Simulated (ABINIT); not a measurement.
Crystal: ScAl3.

```xyz
4
Lattice="4.0878 0.0000 0.0000 0.0000 4.0878 0.0000 0.0000 0.0000 4.0878" Properties=species:S:1:pos:R:3 pbc="T T T"
Sc    0.0000    0.0000    0.0000
Al    2.0439    2.0439    0.0000
Al    0.0000    2.0439    2.0439
Al    2.0439    0.0000    2.0439
```

The cell is a database's computed one.

Program: ABINIT 10.8.3 (patched build). Alike in all runs: no spin polarisation; cell as given; smearing fermi-dirac 0.05 eV.

**Question.** Order these runs on this cell by their pressure, lowest first.
A. level RPBE; potentials or basis JTH PAW PBE v2.0; k mesh 7 × 7 × 7; cutoff (eV) 544; fine-grid cutoff 1088.46 eV; mesh quality not flagged
B. level LDA; potentials or basis JTH PAW LDA v2.0; k mesh 4 × 4 × 4; cutoff (eV) 544; fine-grid cutoff 1088.46 eV; mesh quality coarse
C. level PBEsol; potentials or basis PseudoDojo NC SR PBEsol v0.4.1 standard; k mesh 7 × 7 × 7; cutoff (eV) 1061; mesh quality not flagged

**Answer.** B (-3.4 GPa), C (-1.2 GPa), A (2.9 GPa).

Caveats: some runs use coarse meshes; the PAW data sets were made with another functional, which shifts forces and pressure a little (some runs).

Runs at the PBE level aren't shown here.
